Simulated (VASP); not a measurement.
# Ta2H3 (P-3m1) in VASP: settings compared, part 2 of 2

VASP 6.6.1. Earlier steps stand in the parts before.

### Step 3. Relaxation of the atoms, RPBE

Input file INCAR:

```
SYSTEM = Ta2H3
PREC = Accurate
ENCUT = 520
EDIFF = 1E-6
ISMEAR = 0
SIGMA = 0.05
LREAL = .False.
LASPH = .True.
NELM = 80
ALGO = Normal
ISIF = 2
LWAVE = .False.
LCHARG = .False.
GGA = RP
IBRION = 2
NSW = 40
EDIFFG = -0.01
```

Input file KPOINTS:

```
regular mesh
0
Gamma
  8 8 6
  0 0 0
```

Input file POSCAR:

```
Ta2H3
1.0
    3.6818478800      0.0000000000      0.0000000000
   -1.8409239400      3.1885738000      0.0000000000
    0.0000000000      0.0000000000      4.4904225400
Ta H
2 3
Direct
    0.6666666700      0.3333333300      0.8371703600
    0.3333333300      0.6666666700      0.1628296400
    0.0000000000      0.0000000000      0.0000000000
    0.6666666700      0.3333333300      0.3496741700
    0.3333333300      0.6666666700      0.6503258300
```

Potentials or basis: VASP PAW PBE potentials, release 64 (Ta_pv, H).

Run with:

```sh
cat potpaw_PBE.64/Ta_pv/POTCAR potpaw_PBE.64/H/POTCAR > POTCAR
mpirun -np 1 vasp_std > vasp.out
```

OUTCAR:

```text
SYSTEM = Ta2H3
   PREC = Accurate
   ENCUT = 520
   EDIFF = 1E-6
   ISMEAR = 0
   LREAL = .False.
   LASPH = .True.
   NELM = 80
   ISIF = 2
   GGA = RP
   IBRION = 2
   NSW = 40
   EDIFFG = -0.01

 ion  position               nearest neighbor table
   1  0.667  0.333  0.837-   4 2.19   2 2.58   2 2.58   2 2.58
   2  0.333  0.667  0.163-   5 2.19   1 2.58   1 2.58   1 2.58
   3  0.000  0.000  0.000-
   4  0.667  0.333  0.350-   1 2.19
   5  0.333  0.667  0.650-   2 2.19

  LATTYP: Found a hexagonal cell.
 ALAT       =     3.6818478800
 C/A-ratio  =     1.2196110992

  Lattice vectors:

 A1 = (   3.6818478800,   0.0000000000,   0.0000000000)
 A2 = (  -1.8409239400,   3.1885738000,   0.0000000000)
 A3 = (   0.0000000000,   0.0000000000,   4.4904225400)

[... 388 lines left out ...]

  energy without entropy =      -31.34649508  energy(sigma->0) =      -31.34778239

 E-fermi :   4.6043     XC(G=0): -11.3124

 val. band max:        4.5942657158   @ k =   0.1250   0.1250   0.1667
 cond. band min:       4.6089401930   @ k =   0.2500  -0.0000   0.1667
 fundamental gap:      0.0146744771
 Fermi energy:         4.6042523007

 k-point     1 :       0.0000    0.0000    0.0000
  band No.  band energies     occupation
      1     -30.3646      2.00000
      2     -30.3414      2.00000
      3     -30.3414      2.00000
      4     -30.0802      2.00000
      5     -30.0802      2.00000
      6     -29.7608      2.00000
[... 433 lines left out ...]
      3     -30.3655      2.00000
      4     -30.0747      2.00000
      5     -29.9938      2.00000
      6     -29.8761      2.00000
[... 8 lines left out ...]
     15       6.7237      0.00000
     16       7.2317      0.00000

 [... further k-points ...]

------------------------ aborting loop because EDIFF is reached ----------------------------------------

  FORCE on cell =-STRESS in cart. coord.  units (eV):
  Direction    XX          YY          ZZ          XY          YZ          ZX
  --------------------------------------------------------------------------------------
  -------------------------------------------------------------------------------------
  Total       -6.8874388     -6.8874388     -0.9953899      0.0000000      0.0000000      0.0000000
  in kB     -209.3238965   -209.3238969    -30.2520132      0.0000000      0.0000000      0.0000000
  external PRESSURE =    -149.6332689 kB  Pullay stress =       0.0000000 kB
[... 20 lines left out ...]
  FREE ENERGIE OF THE ION-ELECTRON SYSTEM (eV)
  ---------------------------------------------------
  free  energy   TOTEN  =       -31.3490697024 eV

  energy  without entropy=      -31.3464950796  energy(sigma->0) =      -31.34778239

 reached required accuracy - stopping structural energy minimisation
```

OSZICAR:

```text
N       E                     dE             d eps       ncg     rms          rms(c)
DAV:   1     0.171233821457E+03    0.17123E+03   -0.13742E+04  1600   0.148E+03
DAV:   2    -0.256846975176E+02   -0.19692E+03   -0.19556E+03  1856   0.388E+02
DAV:   3    -0.315287158039E+02   -0.58440E+01   -0.54677E+01  2280   0.568E+01
[... 88 lines left out ...]
       N       E                     dE             d eps       ncg     rms          rms(c)
DAV:   1    -0.313489950075E+02    0.58007E-04   -0.10811E-02  1600   0.102E+00    0.196E-02
DAV:   2    -0.313490703266E+02   -0.75319E-04   -0.80313E-04  1648   0.274E-01    0.112E-02
DAV:   3    -0.313490696324E+02    0.69424E-06   -0.16405E-05  2328   0.328E-02    0.770E-03
DAV:   4    -0.313490697024E+02   -0.70040E-07   -0.65635E-06  1688   0.154E-02
  12 F= -.31349070E+02 E0= -.31347782E+02  d E =-.329869E-03
```

Wall time 3 min (1 thread of Intel Xeon Platinum 8375C at 2.90GHz (Ice Lake), shared host); peak memory 0.19 GiB.

Results:

| Quantity | Value |
| --- | --- |
| Free energy | -31.3491 eV |
| Energy gained by relaxing | 213.8 meV/atom |
| Ionic steps | 12 |
| Pressure after relaxing | -15.0 GPa |
| Band gap on the k mesh | none (metal or under the smearing width) |

The path:
```
step  energy change (eV)  largest force (eV/Å)  pressure (GPa)
   1              0.0000                5.2855            4.48
   2             -1.0490                0.3112          -15.51
   3             -1.0572                0.2051          -14.69
   4             -1.0577                0.2060          -14.51
   5             -1.0578                0.2057          -14.32
   6             -1.0614                0.1660          -14.40
   7             -1.0678                0.0597          -14.61
   8             -1.0647                0.0878          -14.88
   9             -1.0687                0.0705          -14.74
  10             -1.0688                0.0670          -14.72
  11             -1.0691                0.0126          -15.02
  12             -1.0691                0.0019          -14.96
```

Final structure:
```
Ta H
1.0
     3.68185    0.00000    0.00000
    -1.84092    3.18857    0.00000
     0.00000    0.00000    4.49042
Ta H
2 3
Direct
  0.66667 0.33333 0.78742
  0.33333 0.66667 0.21258
  0.00000 0.00000 0.00000
  0.66667 0.33333 0.33163
  0.33333 0.66667 0.66837
```

Caveat: the PAW data sets were made with another functional, which shifts forces and pressure a little.

### Step 4. For comparison

An earlier run on the cell as given: functional PBE; potentials or basis VASP PAW PBE potentials, release 64 (Ta_pv, H); cutoff 520 eV; k mesh 8 × 8 × 6; occupations fermi-dirac, width 0.05 eV; no spin polarisation.

- Pressure: 1.9 GPa
- Largest force: 5.061 eV/Å
- Band gap on the k mesh: none (metal or under the smearing width)

### Step 5. Summary

```csv
task,level,cell,cutoff (eV),smearing,gap on the mesh (eV),pressure (GPa)
relaxation of cell and atoms,PBE,relaxed,600,gaussian 0.05 eV,none,0.0
relaxation of the atoms,RPBE,atoms relaxed,520,gaussian 0.05 eV,none,-15.0
single point,PBE,as given,520,fermi-dirac 0.05 eV,none,1.9
```

Alike in all rows: potentials or basis VASP PAW PBE potentials, release 64 (Ta_pv, H); no spin polarisation; k mesh 8 × 8 × 6.

Caveats: the PAW data sets were made with another functional, which shifts forces and pressure a little (some runs); forces of over 1 eV/Å show positions far from the minimum, so gaps and moduli don't describe the material at rest (some runs).

Total energies depend on the potentials used, so only differences within one code and one set of settings carry meaning.
